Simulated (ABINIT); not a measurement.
Write the native input for ABINIT 10.8.3 (patched build) that does the following.

* Task: equation of state
* Functional: PBE
* Potentials or basis: JTH PAW PBE v2.0
* Cutoff: 408 eV
* k mesh: 8 × 8 × 8
* Occupations: fermi-dirac, width 0.05 eV
* Spin: no spin polarisation
* Fine-grid cutoff: 816.342 eV
* Exchange and correlation inside the PAW spheres: full angular mesh (pawxcdev 0, this build's default; the released program takes 1)

Crystal: Ge.

```
Ge
1.0
     0.00000    2.82891    2.82891
     2.82891    0.00000    2.82891
     2.82891    2.82891    0.00000
Ge
2
Direct
  0.75000 0.75000 0.75000
  0.50000 0.50000 0.50000
```

These files were run (other wordings do the same):

run.abi

```
# Datasets: one volume each
ndtset 7
getwfk -1
scalecart1 3*0.9795861087
scalecart2 3*0.9864848297
scalecart3 3*0.9932883884
scalecart4 3*1.0000000000
scalecart5 3*1.0066227096
scalecart6 3*1.0131594038
scalecart7 3*1.0196128224

# Pseudopotentials
pp_dirpath "./"
pseudos "Ge.GGA_PBE-JTH.xml"

# Structure
acell 4.0006828887 4.0006828887 4.0006828887 Angstrom
rprim
     0.0000000000     0.7071067812     0.7071067812
     0.7071067812     0.0000000000     0.7071067812
     0.7071067812     0.7071067812     0.0000000000
ntypat 1
znucl 32
natom 2
typat 1 1
xred
     0.7500000000     0.7500000000     0.7500000000
     0.5000000000     0.5000000000     0.5000000000

# Plane-wave basis
ecut 15.0
pawecutdg 30.0

# k points
kptopt 1
ngkpt 8 8 8
nshiftk 1
shiftk 0.0 0.0 0.0

# Exchange and correlation
ixc 11

# Bands and occupations
nband 18
occopt 3
tsmear 0.05 eV

# SCF cycle
nstep 100
tolvrs 1.0e-9

# Output
iomode 3
prtwf 1
prtden 0
prteig 0
prtebands 0
enunit 2
```

Potentials or basis: JTH PAW PBE v2.0.

Command:

```bash
$ abinit run.abi > log 2>&1
```

It gave:

* Equilibrium volume: 24.00 Å³/atom (rough: see the caveat)
* Bulk modulus: 57 GPa (rough)

Caveat: the cutoff is too short for stress, so the log's stress isn't used; pressures at fixed basis lie under the slope of the energies; the minimum lies outside the volumes run; the atomic spheres overlap.

It took 120 s on 1 thread of Arm Neoverse V1 (shared host), peak memory 0.14 GiB.
